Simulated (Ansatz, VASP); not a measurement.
Two plane-wave programs on BN

File INCAR:

```
PREC = Accurate
ENCUT = 520
EDIFF = 1E-7
ISMEAR = 0
SIGMA = 0.05
LREAL = False
LASPH = True
NELM = 80
ALGO = Normal
ISIF = 2
LWAVE = False
LCHARG = False
GGA = PS
NBANDS = 16
```

File KPOINTS:

```
Automatic mesh
0
Gamma
  12 12 4
```

POSCAR

```
BN
1.0
    2.4226504897      0.0000000000      0.0000000000
   -1.2113252449      2.0980768685      0.0000000000
    0.0000000000      0.0000000000      6.9723881093
B N
2 2
Direct
    0.3333333333      0.6666666667      0.2500000000
    0.6666666667      0.3333333333      0.7500000000
    0.3333333333      0.6666666667      0.7500000000
    0.6666666667      0.3333333333      0.2500000000
```

Input for Ansatz:

```yaml
crystal:
  lattice:
    - [2.4226504897, 0.0, 0.0]
    - [-1.2113252449, 2.0980768685, 0.0]
    - [0.0, 0.0, 6.9723881093]
  atoms:
    - { symbol: B, position: [0.3333333333, 0.6666666667, 0.25] }
    - { symbol: B, position: [0.6666666667, 0.3333333333, 0.75] }
    - { symbol: "N", position: [0.3333333333, 0.6666666667, 0.75] }
    - { symbol: "N", position: [0.6666666667, 0.3333333333, 0.25] }
basis:
  ecutwfc: 520.0
kpoints:
  mp_grid: { grid: [12, 12, 4] }
hamiltonian:
  xc: pbesol
  pseudopotentials: { kind: paw, azcp: { folder: soft_1 } }
scf:
  occupations: { method: gaussian, width: 0.05 }
output:
  forces: true
  stress: true
  eigenvalues: true
```

Alike in both runs: task single point; functional PBEsol; k mesh 12 × 12 × 4; occupations gaussian, width 0.05 eV; no spin polarisation.

|  | VASP | Ansatz |
| --- | --- | --- |
| version | VASP 6.6.1 | Ansatz 0.2.0 |
| potentials or method | VASP PAW PBE potentials, release 64 (B, N) | scalar-relativistic, plane waves, PAW |
| plane-wave cutoff (eV) | 520 | 520 |
| valence electrons in the cell | 16 | 16 |

Ansatz gave:

```
gap on the k mesh at the Fermi level (eV)       : 4.41
least direct gap on the mesh (eV)               : 4.84
pressure (GPa)                                  : 26.2
largest component of the traceless stress (GPa) : 26.02
```

**Question.** Which values does VASP return?

**Answer.** gap on the k mesh at the Fermi level (eV): 4.41; least direct gap on the mesh (eV): 4.84; pressure (GPa): 26.7; largest component of the traceless stress (GPa): 26.68.

The functional is the same, so the differences come from potentials, cutoffs and numerics. Ansatz warned: «pseudo_functional_mismatch».

Caveats: so large a pressure means that the cell lies far from this level's equilibrium, or that cutoff or potentials fall short (VASP); the potentials were made for another functional, which shifts forces and pressure (VASP); this functional lacks dispersion, which binds the layers, so the pressure and a relaxed spacing across them are unreliable. A k mesh can miss the band edges.
